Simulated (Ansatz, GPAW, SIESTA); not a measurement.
## Bi2Se3: 4 runs at one level of theory

```
CELL_PARAMETERS angstrom
2.07150 1.19598 9.54533
-2.07150 1.19598 9.54533
0.00000 -2.39196 9.54533
ATOMIC_POSITIONS crystal
Bi 0.59792 0.59798 0.59907
Bi 0.40222 0.39696 0.39972
Se 0.79837 0.79320 0.77654
Se 0.21449 0.20833 0.21334
Se 0.99871 0.00463 0.99892
```

Atoms were shifted at random by some hundredths of an Å from the given cell, which wasn't relaxed again for these runs.

Alike in all runs: task single point; functional PBEsol; k mesh 8 × 8 × 8; occupations fermi-dirac, width 0.05 eV; no spin polarisation; no spin-orbit coupling. Pressure is positive in compression and, in plane waves, holds the error of the finite cutoff, which Ansatz's Pulay term estimates and takes out.

```tsv
program and potentials	plane-wave cutoff (eV)	notes	band gap (eV)	pressure (GPa)	largest force (eV/Å)	energy over the undisturbed cell (meV/atom)
Ansatz, Ansatz PAW	420	potentials made for PBE, which Ansatz adapts in part; 15.6 valence electrons an atom on average; Pulay term of +0.02 GPa included	0.27	-0.46	0.393	4.04
GPAW, PAW data sets generated for this functional	600	9.6 valence electrons an atom on average	?	?	?	-
SIESTA, files PseudoDojo sr-pbesol-0.4.1-standard, DZP (energy shift 0.003 Ry; two zetas on semicore shells)	-	atomic basis; 15.6 valence electrons an atom on average	0.29	1.27	0.704	2.98
Ansatz, all-electron LAPW, scalar-relativistic	-	-	0.27	-0.45	0.393	-
```

Problem. Estimate from the other rows what the run with GPAW, PAW data sets generated for this functional gave.

Solution. Band gap 0.26 eV; pressure -0.53 GPa; largest force 0.402 eV/Å. The other rows, which needn't bracket it: band gap 0.27 to 0.29; pressure -0.46 to 1.27; largest force 0.393 to 0.704; energy over the undisturbed cell 2.98 to 4.04.
